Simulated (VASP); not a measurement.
The system is CdTe.

```
CELL_PARAMETERS angstrom
0.00000 3.28211 3.28211
3.28211 0.00000 3.28211
3.28211 3.28211 0.00000
ATOMIC_POSITIONS crystal
Cd 0.00000 0.00000 0.00000
Te 0.75000 0.75000 0.75000
```

The cell is a database's computed one.

```yaml
Program: VASP 6.6.1
Task: relaxation of cell and atoms
Functional: PBEsol
Potentials_or_basis: VASP PAW PBE potentials, release 64 (Cd, Te)
Cutoff: 580 eV
k_mesh: 10 × 10 × 10
Occupations: gaussian, width 0.02 eV
Spin: no spin polarisation
```

At the start: pressure -1.2 GPa; volume 35.36 Å³/atom.

Q: How do energy, volume and symmetry change on relaxing?

A: Over 3 steps the energy falls by 4.3 meV/atom and the volume is 34.26 Å³/atom (-3.1 %); space group F-43m (No. 216, to 0.05 Å).

Step by step:
```tsv
step	energy change (eV)	largest force (eV/Å)	pressure (GPa)	volume (Å³)
1	0.0000	0.0000	-1.20	70.71
2	-0.0081	0.0000	0.30	68.03
3	-0.0085	0.0000	0.01	68.51
```

Final structure:
```
Cd Te
1.0
     0.00000    3.24774    3.24774
     3.24774    0.00000    3.24774
     3.24774    3.24774    0.00000
Cd Te
1 1
Direct
  0.00000 0.00000 0.00000
  0.75000 0.75000 0.75000
```

Caveat: the PAW data sets were made with another functional, which shifts forces and pressure a little.
